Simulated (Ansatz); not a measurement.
# Squeezing and shearing rock-salt KCl, displaced supercell (64 atoms): runs compared

How stiff is rock-salt KCl, displaced supercell (64 atoms), and how do its levels respond to strain?

Computed with Ansatz 0.2.0: Kohn-Sham DFT, r2SCAN, PAW (set soft_2), plane waves.

## Step 1: The cell as built

The cell holds 64 atoms: 32 K and 32 Cl. Cell: a = 12.587 Å, b = 12.587 Å, c = 12.586 Å, α = 90.0°, β = 90.0°, γ = 88.3°. It derives from KCl (rock-salt), repeated 2×2×2. Rock-salt KCl (a = 6.293 Å), 2 x 2 x 2 conventional cells, xy shear strain +3 %; every coordinate displaced by a Gaussian of 0.07 Å.

What the set-up can't give: The Brillouin zone is sampled at Γ only.

## Step 2: The reference run

The reference is a single point at the end of the relaxation.

Every strained cell starts from the geometry of this run, and its atoms are relaxed with the cell held.

Its input, with most atom lines left out:

```yaml
crystal:
  lattice:
    - [12.60252, 0.00652, 0.00016]
    - [0.00652, 12.60256, -0.0002]
    - [0.00016, -0.0002, 12.60252]
  atoms:
    - { symbol: K, position: [4.0e-05, 0.00095, 0.99963] }
    - { symbol: Cl, position: [0.25018, 0.00088, 0.99976] }
    - { symbol: K, position: [1.0e-05, 0.25092, 0.24961] }
    - { symbol: Cl, position: [0.25041, 0.25072, 0.24971] }
    - { symbol: K, position: [0.25026, 0.00087, 0.24975] }
    - { symbol: Cl, position: [0.00031, 0.00087, 0.24964] }
    - { symbol: K, position: [0.2499, 0.25097, 0.99984] }
    [... atom lines 8 to 64 left out ...]
kpoints:
  mp_grid: { grid: [1, 1, 1] }
hamiltonian:
  xc: r2scan
scf:
  occupations: { method: gaussian, width: 0.025 }
output:
  forces: true
  stress: true
  populations: true
  dos:
    method: { smearing: { sigma: 0.08 } }
    de: 0.1
    projected: { site_lists: { Cl: [Cl], K: [K] } }
  eigenvalues: true
  write_density: true
  write_potential: true
  volumetric_format: npy
```

```
free energy per atom   : -1315.2329 eV/atom
r.m.s. force component : 0.00228 eV/Å
pressure               : 0.00504 GPa
```

Filled and empty levels are parted by 5.81 eV at Γ alone; the mesh holds the band edges only if they fold onto it, so the gap at this level can be narrower or closed, while semilocal functionals tend to narrow gaps against experiment.

## Step 3: The runs

Each row is one run, on 4 threads of Arm Neoverse V2, shared host. The free energy is the program's total, comparable only between runs with the same functional, potentials and atoms.

| run | atoms | outcome | ionic steps, all passes | free energy (eV) | time | host memory (GiB) |
| --- | --- | --- | --- | --- | --- | --- |
| Single point at the start | 64 | converged | - | -84173.979 | 34 s | 4.7 |
| Cell and atoms relaxed | 64 | converged | 4 | -84174.905 | 2.2 min | 4.7 |
| Single point at the relaxed geometry | 64 | converged | - | -84174.905 | 48 s | 4.7 |
| Volume -3 % | 64 | converged | 2 | -84174.789 | 96 s | 4.7 |
| Volume +3 % | 64 | converged | 2 | -84174.805 | 97 s | 4.8 |
| Volume -6 % | 64 | converged | 2 | -84174.414 | 96 s | 4.7 |
| Volume +6 % | 64 | converged | 2 | -84174.525 | 99 s | 4.8 |
| Volume -10 % | 64 | converged | 2 | -84173.422 | 85 s | 4.2 |
| Stretched by 1 % along x | 64 | converged | 2 | -84174.878 | 97 s | 4.8 |
| Compressed by 1 % along x | 64 | converged | 2 | -84174.874 | 94 s | 4.7 |
| Sheared by 2 % in xy | 64 | converged | 2 | -84174.887 | 92 s | 4.8 |

In some runs the program notes that the SCF threshold is loose for the stress.

## Step 4: Pressure against volume

Atoms are relaxed at each volume, in the scaled cell.

| volume change (%) | volume (Å³/atom) | energy change (meV/atom) | pressure (GPa) | largest move on relaxing (Å) | bonds | gap (eV) |
| --- | --- | --- | --- | --- | --- | --- |
| -10 | 28.147 | 23.17 | 2.63 | 0.00 | 192 | 6.20 |
| -6 | 29.398 | 7.67 | 1.39 | 0.00 | 192 | 6.03 |
| -3 | 30.336 | 1.81 | 0.63 | 0.00 | 192 | 5.92 |
| +0 | 31.275 | 0.00 | 0.01 | - | 192 | 5.81 |
| +3 | 32.213 | 1.55 | -0.52 | 0.00 | 192 | 5.71 |
| +6 | 33.151 | 5.93 | -0.96 | 0.00 | 192 | 5.61 |

## Step 5: Uniaxial strain and shear

Stress (GPa, compression positive) less that of the relaxed cell, atoms relaxed:

| strain | xx | yy | zz | xy | energy change (meV/atom) |
| --- | --- | --- | --- | --- | --- |
| stretched by 1 % along x | -0.429 | -0.056 | -0.056 | 0.000 | 0.42 |
| compressed by 1 % along x | 0.495 | 0.058 | 0.058 | 0.000 | 0.48 |
| sheared by 2 % in xy | 0.000 | 0.000 | -0.003 | -0.130 | 0.28 |

## Step 6: Outcome

The bulk modulus, from the slope of pressure against ln V over the three points nearest the relaxed volume, is 19.3 GPa; a quadratic over all points gives a pressure derivative of about 5.4. The gap goes from 6.20 eV at the smallest volume to 5.61 eV at the largest, -3.6 eV per unit of ln V by a straight line, on the run's k-points. In the Cartesian axes of the cell, finite differences give C11 = 46.2, C12 = 5.71, C13 = 5.71 and C66 = 6.48 GPa (the shear of 2 % is the engineering strain, εxy = 0.01). The mean of C11, C12 and C13, which equals the bulk modulus in a cubic or isotropic solid, is 19.2 GPa: it agrees with the bulk modulus within 10 %.

**Limits.** Strains are finite and relaxations stop at the force tolerance of the input, which can leave moduli too stiff; they are those of a static cell at zero temperature. Volumes are changed with the cell's shape held, so in an anisotropic solid the modulus lies over the one under free hydrostatic load. The program notes that the SCF threshold of the relaxations is loose for the stress.

The DFT runs together took 16 min of wall time.

[Logs are printed without paths, hosts, clocks, repeated set-up lines and the standing remarks that a program may print on its own settings, such as how far it seeks lower states.]

[Hosts, paths, dates, database ids (printed as entryN), source tags and the programs' standing remarks are cut or masked in the printed files.]
